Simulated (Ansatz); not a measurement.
The system is AgCl (Chlorargyrite).

```
CELL_PARAMETERS angstrom
0.00000 2.73500 2.73500
2.73500 0.00000 2.73500
2.73500 2.73500 0.00000
ATOMIC_POSITIONS crystal
Ag 0.00000 0.00000 0.00000
Cl 0.50000 0.50000 0.50000
```

Base run:

```yaml
Program: Ansatz 0.2.0
Functional: HSE06
Potentials_or_basis: Ansatz PAW
Cutoff: "420 eV (not typed: the program's choice for these potentials)"
k_mesh: 6 × 6 × 6
Occupations: fermi-dirac, width 0.05 eV
Spin: no spin polarisation
```

Its results: band gap on the k mesh 2.40 eV, indirect (least direct gap 4.81 eV); pressure 3.7 GPa.

Q: The run is repeated on the same cell with these changes: functional from HSE06 to PBE0. What comes out?

A: Band gap on the k mesh 3.09 eV, indirect (least direct gap 5.52 eV); pressure 3.6 GPa.

Caveats: the PAW data sets come from PBE, with cores solved anew for the run's functional, which leaves a small shift of forces and pressure; the thresholds are loose for stress.
